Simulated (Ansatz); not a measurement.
# ZnS: the cost of one run

Method: DFT PBE, scalar-relativistic, plane waves, PAW, in Ansatz 0.2.0.

5 further runs of the same task are left out: 4 that didn't finish, 1 set aside as unsound or not needed.

**1. The structure to begin with**

Symmetry: P6_3mc, No. 186, hexagonal system. Conventional cell: a = 3.845 Å, b = 3.845 Å, c = 6.305 Å, α = 90.00°, β = 90.00°, γ = 120.00°. Around Zn (site symmetry 3m) lie 4 S at 2.36 Å. S (site symmetry 3m) is surrounded by 4 Zn at 2.36 Å.

Coordinates:

```xyz
4
Lattice="3.8455 0.0000 0.0000 -1.9227 3.3303 0.0000 0.0000 0.0000 6.3053" Properties=species:S:1:pos:R:3 pbc="T T T"
Zn    0.0000    2.2202    0.0329
Zn    1.9227    1.1101    3.1856
S     0.0000    2.2202    2.3946
S     1.9227    1.1101    5.5473
```

It is the result of an earlier relaxation at this level (volume 20.19 Å³/atom; gap on the mesh: 2.08 eV).

**2. Zero of the scan**

File input.yaml:

```yaml
crystal:
  lattice:
    - [3.8454929889, 0.0, 0.0]
    - [-1.9227464944, 3.3302946184, 0.0]
    - [0.0, 0.0, 6.3053333047]
  atoms:
    - { symbol: Zn, position: [0.3333333333, 0.6666666667, 0.0052197899] }
    - { symbol: Zn, position: [0.6666666667, 0.3333333333, 0.5052197899] }
    - { symbol: S, position: [0.3333333333, 0.6666666667, 0.3797802101] }
    - { symbol: S, position: [0.6666666667, 0.3333333333, 0.8797802101] }
basis:
  ecutwfc: 420
kpoints:
  mp_grid: { grid: [12, 12, 6] }
hamiltonian:
  xc: pbe
scf:
  occupations: { method: gaussian, width: 0.05 }
output:
  forces: true
  stress: true
  eigenvalues: true
```

Launch:

```console
ansatz run input.yaml --threads 1 --pin off --max-ram 2560MiB --backend cpu --events-out ev --progress --plain --runs-dir out
```

What time and memory should one allow on 1 thread of Arm Neoverse V2, shared host?

About 10 s, with a peak of 0.37 GiB.
